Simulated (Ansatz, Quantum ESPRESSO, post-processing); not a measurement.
# The work function of Ca(111), 5 layers, one monolayer of S on hcp sites, level by level, part 2 of 2

How much energy does it take to lift an electron out of Ca(111), 5 layers, one monolayer of S on hcp sites, and how far do the settings matter?

Quantum ESPRESSO 7.5; plane-wave DFT, PBE, GBRV ultrasoft pseudopotentials; geometry and cross-check by Ansatz 0.2.0 with PAW datasets.

So far. Step 8 (SCF with pw.x: open boundaries by the effective …): The upper level is 6.983 eV against 6.990 eV from the periodic run. Step 9 (Self-consistent run: PBE, SG15 norm-conserving): The upper face goes from 6.983 eV (PBE, GBRV) to 6.995 eV, a change of +0.011 eV, a small one, from the pseudopotentials and their cutoffs.

### Step 10. Ground state: PW91, GBRV ultrasoft

Level of this step: plane-wave DFT, PW91, GBRV ultrasoft pseudopotentials made under PBE (Quantum ESPRESSO 7.5). input_dft overrides the functional of the files.

gbrv-pw91.in reads:

```
&control
  prefix = 'gbrv-pw91'
  outdir = './out'
  pseudo_dir = './pseudo'
  calculation = 'scf'
  tprnfor = .true.
/
&system
  ibrav = 0
  nat = 6
  ntyp = 2
  ecutwfc = 40
  ecutrho = 200
  input_dft = 'pw91'
  occupations = 'smearing'
  smearing = 'mv'
  degauss = 0.02
  assume_isolated = 'esm'
  esm_bc = 'bc1'
/
&electrons
  conv_thr = 1e-07
  mixing_beta = 0.4
  electron_maxstep = 120
  mixing_mode = 'local-TF'
/
ATOMIC_SPECIES
  Ca  40.0780  ca_pbe_v1.uspp.F.UPF
  S   32.0600  s_pbe_v1.4.uspp.F.UPF
CELL_PARAMETERS angstrom
  3.94565583902055 0.00000000000000 0.00000000000000
  1.97282791951028 3.41703819118220 0.00000000000000
  0.00000000000000 0.00000000000000 31.88645800830000
ATOMIC_POSITIONS crystal
  Ca  0.666666666667 0.666666666667 -0.217762922040
  Ca  -0.000000000000 -0.000000000000 -0.116728981440
  Ca  0.333333333333 0.333333333333 -0.015695040940
  Ca  0.666666666667 0.666666666667 0.083582865871
  Ca  -0.000000000000 -0.000000000000 0.185424021345
  S   0.666666666667 0.666666666667 0.217762922040
K_POINTS automatic
  6 6 1 0 0 0
```

On the command line:

```console
OMP_NUM_THREADS=1 mpirun -n 4 pw.x -nk 2 -in gbrv-pw91.in > gbrv-pw91.out
```

Wall time 2.4 min (4 MPI ranks of Intel Xeon Platinum 8375C at 2.90GHz (Ice Lake), shared host); peak memory 0.89 GiB; 9.6 min of CPU time.

Read from the output:

- free energy: -5430.3645 eV
- Fermi energy: -4.999 eV
- vacuum line at the lower end of the cell, over the Fermi level: 2.976 eV
- vacuum line at the upper end of the cell, over the Fermi level: 7.022 eV

Electrostatic potential energy of an electron; zero at the Fermi level. Table of potential energy, planar mean by z:

| z (Å) | potential energy, planar mean (eV) |
| --- | --- |
| -15 | 2.98 |
| -14 | 2.98 |
| -13 | 2.98 |
| -12 | 2.97 |
| -11 | 2.96 |
| -10 | 2.87 |
| -9 | 2.33 |
| -8 | -0.416 |
| -7 | -11.4 |
| -6 | -0.495 |
| -5 | 1.13 |
| -4 | -9.37 |
| -3 | -2.55 |
| -2 | 1.64 |
| -1 | -5.85 |
| 0 | -5.82 |
| 1 | 1.47 |
| 2 | -3.30 |
| 3 | -8.64 |
| 4 | 0.764 |
| 5 | 0.265 |
| 6 | -8.94 |
| 7 | -6.72 |
| 8 | 5.71 |
| 9 | 6.96 |
| 10 | 7.02 |
| 11 | 7.02 |
| 12 | 7.02 |
| 13 | 7.02 |
| 14 | 7.02 |
| 15 | 7.02 |

The upper face goes from 6.983 eV (PBE, GBRV) to 7.022 eV, a change of +0.039 eV.

### Step 11. SCF with pw.x: revPBE, GBRV ultrasoft

Level of this step: plane-wave DFT, revPBE, GBRV ultrasoft pseudopotentials made under PBE (Quantum ESPRESSO 7.5). input_dft overrides the functional of the files.

gbrv-revpbe.in, as its differences from the input of step 10:

```diff
@@ -1,3 +1,3 @@
 &control
-  prefix = 'gbrv-pw91'
+  prefix = 'gbrv-revpbe'
   outdir = './out'
@@ -13,3 +13,3 @@
   ecutrho = 200
-  input_dft = 'pw91'
+  input_dft = 'revpbe'
   occupations = 'smearing'
```

On the command line:

```console
OMP_NUM_THREADS=1 mpirun -n 4 pw.x -nk 2 -in gbrv-revpbe.in > gbrv-revpbe.out
```

Elapsed: 2.8 min, on 4 MPI ranks; peak memory 0.89 GiB.

Numbers from this step:

```
free energy                                                    : -5429.4588 eV
Fermi energy                                                   : -4.910 eV
vacuum line at the lower end of the cell, over the Fermi level : 2.913 eV
vacuum line at the upper end of the cell, over the Fermi level : 6.906 eV
```

Electrostatic potential energy of an electron; zero at the Fermi level. Table of potential energy, planar mean by z:

z (Å), potential energy, planar mean (eV) and a bar from the least value:
```
      -15        2.9 #######################
      -14        2.9 #######################
      -13        2.9 #######################
      -12        2.9 #######################
      -11        2.9 #######################
      -10        2.8 #######################
       -9        2.3 ######################
       -8       -0.5 ##################
       -7      -11.5 
       -6       -0.6 ##################
       -5        1.0 ####################
       -4       -9.5 ###
       -3       -2.7 ##############
       -2        1.6 #####################
       -1       -5.9 #########
        0       -5.9 #########
        1        1.4 #####################
        2       -3.4 #############
        3       -8.7 #####
        4        0.7 ####################
        5        0.2 ###################
        6       -9.0 ####
        7       -6.8 ########
        8        5.6 ############################
        9        6.8 ##############################
       10        6.9 ##############################
       11        6.9 ##############################
       12        6.9 ##############################
       13        6.9 ##############################
       14        6.9 ##############################
       15        6.9 ##############################
```

The upper face goes from 6.983 eV (PBE, GBRV) to 6.906 eV, a change of -0.078 eV.

### Step 12. All levels side by side

All levels:

| level | upper face (eV) | lower face (eV) | dipole (e Å) | CPU time (s) |
| --- | --- | --- | --- | --- |
| QE PBE GBRV, sawtooth | 6.99 | 2.964 | -0.2999 | 945.9 |
| QE PBE GBRV, ESM bc1 | 6.983 | 2.975 | - | 713 |
| QE PBE SG15 norm-conserving, ESM bc1 | 6.995 | 2.96 | - | 1553 |
| QE PW91 GBRV ultrasoft, ESM bc1 | 7.022 | 2.976 | - | 576.3 |
| QE revPBE GBRV ultrasoft, ESM bc1 | 6.906 | 2.913 | - | 680.2 |
| Ansatz PBE PAW, sawtooth (time of the whole relaxation) | 6.728 | 3.006 | -0.2773 | 85.75 |

The times are CPU seconds on a shared host; the codes use unlike cutoffs, datasets and smearings, so their times compare unlike work.

### Step 13. Self-consistent run, with diagonalization = cg

How much does a setting matter? One run is repeated with a change.

Level of this step: plane-wave DFT, PBE, GBRV ultrasoft pseudopotentials (Quantum ESPRESSO 7.5).

scf.w0.in reads:

```
&control
  prefix = 'scf.w0'
  outdir = './out'
  pseudo_dir = './pseudo'
  calculation = 'scf'
  tprnfor = .true.
  tefield = .true.
  dipfield = .true.
/
&system
  ibrav = 0
  nat = 6
  ntyp = 2
  ecutwfc = 40
  ecutrho = 200
  occupations = 'smearing'
  smearing = 'mv'
  degauss = 0.02
  edir = 3
  emaxpos = 0.97
  eopreg = 0.04
  eamp = 0.0
/
&electrons
  conv_thr = 1e-07
  mixing_beta = 0.4
  electron_maxstep = 120
  mixing_mode = 'local-TF'
  diagonalization = 'cg'
/
ATOMIC_SPECIES
  Ca  40.0780  ca_pbe_v1.uspp.F.UPF
  S   32.0600  s_pbe_v1.4.uspp.F.UPF
CELL_PARAMETERS angstrom
  3.94565583902055 0.00000000000000 0.00000000000000
  1.97282791951028 3.41703819118220 0.00000000000000
  0.00000000000000 0.00000000000000 31.88645800830000
ATOMIC_POSITIONS crystal
  Ca  0.666666666667 0.666666666667 0.260298588100
  Ca  -0.000000000000 -0.000000000000 0.361332528700
  Ca  0.333333333333 0.333333333333 0.462366469200
  Ca  0.666666666667 0.666666666667 0.561644376011
  Ca  -0.000000000000 -0.000000000000 0.663485531485
  S   0.666666666667 0.666666666667 0.695824432180
K_POINTS automatic
  6 6 1 0 0 0
```

On the command line:

```console
OMP_NUM_THREADS=1 mpirun -n 4 pw.x -nk 2 -in scf.w0.in > scf.w0.out
```

Wall time 13 min (4 MPI ranks); peak memory 0.92 GiB.

Beside the run it was changed from:

| quantity | this run | unchanged run | difference |
| --- | --- | --- | --- |
| dipole along the normal (e·Å) | -0.2989 | -0.2999 | 0.0011 |
| free energy (eV) | -5426.454 | -5426.454 | 2.7e-7 |
| wall time (s) | 786 | 235 |  |
| SCF iterations | 63 | 39 |  |

The free energy moves by +4.5e-05 meV an atom.

The physical values in this table move by up to 0.35 %.

### Step 14. Electrostatic potential

The follow-up step for that run.

scf.w0.pot.in reads:

```
&inputpp
  prefix = 'scf.w0'
  outdir = './out'
  filplot = 'scf.w0.pot.dat'
  plot_num = 11
/
```

On the command line:

```console
OMP_NUM_THREADS=1 mpirun -n 4 pp.x -in scf.w0.pot.in > scf.w0.pot.out
```

Wall time 2.3 s (4 MPI ranks); peak memory 0.24 GiB.

Beside the run it was changed from:

| quantity | this run | unchanged run | difference |
| --- | --- | --- | --- |
| work function of the upper face (eV) | 6.983 | 6.990 | -0.0071 |
| work function of the lower face (eV) | 2.971 | 2.964 | 0.0070 |
| upper vacuum line continued to the top atoms, over the Fermi level (eV) | 6.983 | 6.990 | -0.0071 |
| lower vacuum line continued to the bottom atoms, over the Fermi level (eV) | 2.960 | 2.953 | 0.0071 |
| wall time (s) | 2.3 | 2.3 |  |

Levels move by up to 7 meV, the slack that the SCF threshold leaves: a converged result doesn't depend on solver or mixing.

### Step 15. Worked from the printed numbers

In the first self-consistent run, on its own zero, the Fermi level is 0.164 eV and the upper vacuum level 7.154 eV: φ = 7.154 − (0.164) = 6.990 eV.

The dipole of -1.4406 D is -0.2999 e Å (1 D = 0.20819 e Å). A dipole layer steps the potential by e p/(ε₀A), with e/ε₀ = 180.95 V Å: 180.95 × 0.2999 / 13.482 = 4.025 eV, against 4.026 eV between the two work functions.

### Step 16. What came out

```json
{
  "work function of the covered face, PBE, GBRV": "6.99 eV",
  "work function of the bare face, PBE, GBRV": "2.96 eV",
  "covered face by ESM": "6.98 eV",
  "dipole along the normal": "-0.300 e·Å",
  "covered face by Ansatz": "6.73 eV"
}
```

In words: At the first level (PBE, GBRV ultrasoft) the work function comes to 6.99 eV on the upper face and 2.96 eV on the lower. The S layer ends 1.03 Å above the top metal plane and raises the work function by 4.03 eV against the bare face. This is the step −180.95 p/A = +4.03 eV of the slab's dipole p = -0.2999 e Å, which the dipole correction builds in. The bare face is held at bulk positions, so it is no relaxed clean surface. ESM differs from the periodic treatment by -7 meV on the upper face and +11 meV on the lower. Over the levels tried the upper face spans 6.73 eV (Ansatz PBE PAW, sawtooth) to 7.02 eV (QE PW91 GBRV ultrasoft, ESM bc1). Quantum ESPRESSO and Ansatz give 6.99 and 6.73 eV for the upper face; the two codes use unlike potentials, smearings and cutoffs, and the difference is larger than such choices usually leave. Ansatz ran with Fermi-Dirac smearing of 0.1 eV against cold smearing of 0.02 Ry, which alone can move a level by some tens of meV. With 6×6 points and so few layers the values hold to some 0.05 to 0.1 eV. The slab is cut at a tabulated measured bulk lattice constant, given to two decimals. A full 1×1 monolayer may not be the stable structure at this coverage.

[Logs are printed without paths, hosts, clocks, repeated set-up lines and the standing remarks that a program may print on its own settings, such as how far it seeks lower states.]

[Hosts, paths, dates, database ids (printed as entryN), source tags and the programs' standing remarks are cut or masked in the printed files.]

[Maps of the electrostatic potential energy from Ansatz leave out the sawtooth potential of an applied field or a dipole correction, so their vacuum need not be flat; planar profiles and work functions include it.]
